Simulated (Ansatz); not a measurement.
Runs of Ansatz 0.2.0 on N. Symmetry: P2_13, No. 198, cubic system. Conventional cell: a = 5.815 Å, b = 5.815 Å, c = 5.815 Å, α = 90.00°, β = 90.00°, γ = 90.00°. N (site symmetry 3) has 1 N at 1.11 Å as nearest neighbours. N (site symmetry 3) is surrounded by 1 N at 1.11 Å. 

```tsv
task	level	cell	k mesh	cutoff (eV)	smearing	level	run kind	points for each segment of the path	gap on the mesh (eV)	pressure (GPa)	relaxed volume (Å³/atom)	largest force (eV/Å)
band structure	PBE0	as given	4 × 4 × 4	420	fixed	pbe0	scf	-	10.59	-	-	(a)
band structure	HSE06	as given	4 × 4 × 4	420	fixed	hse06	scf	-	9.79	-	-	2.55
relaxation of cell and atoms	r2SCAN	relaxed	5 × 5 × 5	500	fermi-dirac 0.05 eV	-	-	-	8.30	0.0	24.48	-
relaxation of cell and atoms	PBEsol	relaxed	5 × 5 × 5	420	fermi-dirac 0.05 eV	-	-	-	(b)	0.0	27.91	-
band structure	LDA	as given	5 × 5 × 5	420	fermi-dirac 0.05 eV	-	-	10	7.31	-2.5	-	1.69
```

Alike in all rows: potentials or basis Ansatz PAW; no spin polarisation.

Task: Estimate the missing entries.

Result: (a) 2.58; (b) 7.65.

Caveats: the PAW data sets come from PBE, with cores solved anew for the run's functional, which leaves a small shift of forces and pressure; forces of over 1 eV/Å show positions far from the minimum, so gaps and moduli don't describe the material at rest (some runs); odd divisions of the mesh miss points on the zone boundary, where band edges often lie, so the gap on the mesh can be too wide (some runs); the plane-wave basis is chosen anew once the cell has moved, so the energies of steps on either side of that aren't comparable (some runs).

A k mesh can miss the band edges.

Not every run made on this cell is shown here.
